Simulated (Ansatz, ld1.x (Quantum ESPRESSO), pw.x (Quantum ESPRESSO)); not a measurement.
Sc (Z = 21): one change to the ultrasoft potential, in the atom and in the fcc crystal

| Property | Result |
| --- | --- |
| Element | scandium (Sc) |
| Generator | ld1.x (Quantum ESPRESSO) 7.5 |
| Type | ultrasoft |
| Functional | PBE |
| Relativity | scalar-relativistic |
| Frozen core | [Ne] |
| Valence charge | 11 |
| Reference configuration | 3s2 3p6 3d1 4s1 4p1 |
| Partial waves | 3s (bound): rcut 1.75, rcutus 1.85 bohr; 4s (bound): rcut 1.75, rcutus 1.85 bohr; 3p (bound): rcut 1.60, rcutus 1.95 bohr; 4p (bound): rcut 1.60, rcutus 1.95 bohr; 3d (bound): rcut 2.20, rcutus 2.85 bohr; 3d channel at 3.05 Ry: rcut 2.20, rcutus 2.85 bohr |
| Local potential | all-electron potential smoothed inside 2.45 bohr (lloc = -1) |
| Core correction | a·sin(br)/r model core inside 1.10 bohr |
| Augmentation charge | PSQ, inside the norm-conserving radii |

Change: all radii but the core radius scaled by about 1.24 (s 2.30, p 2.42, d 3.54 bohr, rcut 2.18/2.00/2.74); local potential all-electron potential smoothed inside 3.04 bohr (lloc = -1).

Cutoffs, loose and tight: the cutoffs (Ry, on a coarse ladder) from which the occupation-weighted sum of valence levels, in a spherical-Bessel basis at the reference potential, stays within 10 and 1 mRy of its value at 400 Ry. They do not see the model core or the augmentation charge, which bear on the density cutoff. Test errors are all-electron minus pseudo excitation energies from the reference, over the configurations 3s2 3p6 3d1 4s2 4p0; 3s2 3p6 3d1 4s1 4p0; 3s2 3p6 3d1 4s0 4p0; 3s2 3p5 3d1 4s2 4p0; 3s2 3p6 3d1 4s0 4p2; 3s2 3p6 3d2 4s1 4p0; 3s1 3p6 3d1 4s2 4p0; variants that change the core or the reference have their own tests.

Crystal test: fcc Sc in pw.x 7.5, no spin, 12³ k-points, Fermi–Dirac smearing 0.01 Ry, cutoffs set for each file from its atomic test. The reference is all-electron LAPW (Ansatz 0.2.0) with the same functional, mesh and smearing; V0 and B0 come from Birch–Murnaghan fits to the pressures at five volumes. Errors are pseudo minus all-electron; Δ is the rms difference of the E(V) curves that follow from these fits, minima aligned, over ±6 % about the mean V0. Mesh and smearing are coarse, so the numbers serve the comparison and aren't converged zero-temperature values; the lattice is a test structure that the element need not adopt.

All-electron: a0 = 4.633 Å (V0 = 24.86 Å³/atom), B0 = 50.8 GPa.

**Question.** Does the change bring the crystal closer to the all-electron result?

**Answer.** The mean pressure error goes from +2.10 to +28.06 GPa, so the change moves the solid further from the all-electron pressures.

```tsv
quantity	base	changed
outcome (atom)	generated	generated
cutoff, loose (atom)	30 Ry	21 Ry
cutoff, tight (atom)	40 Ry	35 Ry
bound ghosts (atom)	none	none
largest test error (meV) (atom)	+117	test run stopped at test 4 of 7 (negative rho), 2 before it not solved
cutoffs in pw.x (Ry)	50/400	45/360
a0 (Å)	4.693	–
a0 error (%)	+1.29	–
B0 error (%)	+0.5	–
Δ (meV/atom)	10.8	–
mean pressure error (GPa)	+2.10	+28.06
```

A dash: not determined, or the minimum lies outside the volumes sampled.

Base: This is a poor potential for the solid. Changed file: The largest radius (3.54 bohr) exceeds half the bond length (3.10 bohr), so the spheres overlap, which is one possible source of error among others. This is a poor potential for the solid. Atomic configuration tests: test run stopped at test 4 of 7 (negative rho), 2 before it not solved.
